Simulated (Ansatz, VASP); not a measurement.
## Os in VASP and in Ansatz

Contents of INCAR:

```
PREC = Accurate ; ENCUT = 520
EDIFF = 1E-8 ; ISMEAR = -1
SIGMA = 0.03 ; LREAL = False
LASPH = True ; NELM = 60
ALGO = Normal ; ISIF = 2
LWAVE = False ; LCHARG = False
GGA = PS ; LEFG = True
NBANDS = 10
```

Contents of KPOINTS:

```
regular mesh
0
Gamma
  14 14 14
```

POSCAR

```
Os
1.0
    0.0000000000      1.9450000000      1.9450000000
    1.9450000000      0.0000000000      1.9450000000
    1.9450000000      1.9450000000      0.0000000000
Os
1
Direct
    0.0000000000      0.0000000000      0.0000000000
```

Input for Ansatz:

```yaml
crystal:
  lattice:
    - [0.0, 1.945, 1.945]
    - [1.945, 0.0, 1.945]
    - [1.945, 1.945, 0.0]
  atoms:
    - { symbol: Os, position: [0.0, 0.0, 0.0] }
kpoints:
  mp_grid: { grid: [14, 14, 14] }
  band_path:
    path:
      - [0.0, 0.0, 0.0]
      - [0.5, 0.0, 0.5]
      - [0.625, 0.25, 0.625]
      - [0.375, 0.375, 0.75]
      - [0.0, 0.0, 0.0]
      - [0.5, 0.5, 0.5]
      - [0.5, 0.25, 0.75]
      - [0.5, 0.0, 0.5]
    npoints: 5
scf:
  occupations: { method: fermi_dirac, width: 0.03 }
hamiltonian:
  xc: pbesol
  pseudopotentials: { kind: paw }
output:
  forces: true
  stress: true
  eigenvalues: true
  efg: { contact_densities: true }
```

Alike in both runs: task electric field gradients; functional PBEsol; k mesh 14 × 14 × 14; occupations fermi-dirac, width 0.03 eV; no spin polarisation.

|  | VASP | Ansatz |
| --- | --- | --- |
| version | VASP 6.6.1 | Ansatz 0.2.0 |
| potentials or method | VASP PAW PBE potentials, release 64 (Os) | PAW with Ansatz's default frozen-core files, scalar-relativistic |
| plane-wave cutoff (eV) | 520 | 420 |
| valence electrons in the cell | 8 | 16 |

```tsv
	VASP	Ansatz	Ansatz less VASP
pressure (GPa)	-20.0	-20.0	+0.03
Vzz of the field gradient on the site that differs most (V/Å²)	0.0	0.0	0.00
```

The two sets of potentials don't hold the same shells in valence. Ansatz warned: «gradients_without_spin_orbit».

Caveats: so large a pressure means that the cell lies far from this level's equilibrium, or that cutoff or potentials fall short (VASP); the potentials were made for another functional, which shifts forces and pressure (VASP). Spin-orbit coupling is left out, which matters for the levels of Os.
